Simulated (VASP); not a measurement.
Set up this calculation in VASP 6.6.1, as the native input.

```yaml
Task: electrostatic potential
Functional: PBEsol
Potentials_or_basis: VASP PAW PBE potentials, release 64 (Si)
Cutoff: 520 eV
k_mesh: 10 × 10 × 10
Occupations: gaussian, width 0.02 eV
Spin: no spin polarisation
Further_INCAR_settings: ALGO = Normal; EDIFF = 1e-06
```

The structure of Si lies in POSCAR:

```
Si                                      
1.0
    0.0000000000      2.7178491834      2.7178491834
    2.7178491834      0.0000000000      2.7178491834
    2.7178491834      2.7178491834      0.0000000000
  Si            
     2
Direct
     0.0000000000000000    0.0000000000000000    0.0000000000000000
     0.2500000000000000    0.2500000000000000    0.2500000000000000
```

The cell was built by a generator and needn't be a form met in nature.

The input as run:

INCAR

```
PREC = Accurate
ENCUT = 520
EDIFF = 1E-6
ISMEAR = 0
SIGMA = 0.02
LREAL = F
LASPH = T
NELM = 100
ALGO = Normal
ISIF = 2
LWAVE = F
LCHARG = T
GGA = PS
LVHAR = T
```

KPOINTS

```
Automatic mesh
0
Gamma
  10 10 10
```

Potentials or basis: VASP PAW PBE potentials, release 64 (Si).

Run with:

```sh
$ cat potpaw_PBE.64/Si/POTCAR > POTCAR
$ mpirun -np 1 vasp_std > vasp.out
```

Results of the run:

The pressure is 0.0 GPa. The band gap on the k mesh is 0.47 eV, indirect (least direct gap 2.52 eV).

Caveat: the PAW data sets were made with another functional, which shifts forces and pressure a little.

It took 12 s on 1 thread of AMD EPYC 7R13 Processor (Zen 3), with other jobs on the host, peak memory 0.13 GiB.
